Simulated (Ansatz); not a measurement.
# SnO: the cost of one run

Method: DFT PBE, scalar-relativistic, plane waves, PAW, in Ansatz 0.2.0.

1 further run of the same task is left out (set aside as unsound or not needed).

### Step 1. The starting structure

The structure is tetragonal, space group P4/nmm (No. 129). The conventional cell has a = 3.802 Å, b = 3.802 Å, c = 4.836 Å, α = 90.00°, β = 90.00°, γ = 90.00°. Sn (site symmetry 4mm) is surrounded by 4 O at 2.22 Å. O (site symmetry -4m2) is surrounded by 4 Sn at 2.22 Å.

Coordinates:

```xyz
4
Lattice="3.8020 0.0000 0.0000 0.0000 3.8020 0.0000 0.0000 0.0000 4.8360" Properties=species:S:1:pos:R:3 pbc="T T T"
Sn    0.0000    1.9010    1.1534
Sn    1.9010    0.0000    3.6826
O     0.0000    0.0000    0.0000
O     1.9010    1.9010    0.0000
```

The structure comes from the Crystallography Open Database.

### Step 2. A change within the space group

Against the listed cell: strain xx, yy, zz, yz, xz, xy = -0.8, -0.8, +8.2, +0.0, +0.0, +0.0 %; atoms moved by 0.03 Å root mean square, at most 0.04 Å.

Contents of input.yaml:

```yaml
crystal:
  lattice:
    - [3.77257252, 0.0, 0.0]
    - [0.0, 3.77257252, 0.0]
    - [0.0, 0.0, 5.23380936]
  atoms:
    - { symbol: Sn, position: [0.0, 0.5, 0.229726963] }
    - { symbol: Sn, position: [0.5, 0.0, 0.770273037] }
    - { symbol: O, position: [0.0, 0.0, 0.0] }
    - { symbol: O, position: [0.5, 0.5, 0.0] }
basis:
  ecutwfc: 420
kpoints:
  mp_grid: { grid: [12, 12, 10] }
hamiltonian:
  xc: pbe
scf:
  occupations: { method: gaussian, width: 0.1 }
output:
  forces: true
  stress: true
  eigenvalues: true
  write_density: true
  write_potential: true
  elf: true
  volumetric_format: npy
```

The run is started by

```console
> ansatz run input.yaml --threads 1 --pin off --max-ram 1331MiB --backend cpu --events-out ev --progress --plain --runs-dir out
```

**Question.** How long does this run take on 1 thread of an x86-64 CPU, shared host, and how much memory does it need?

About 17 s, with a peak of 0.53 GiB.
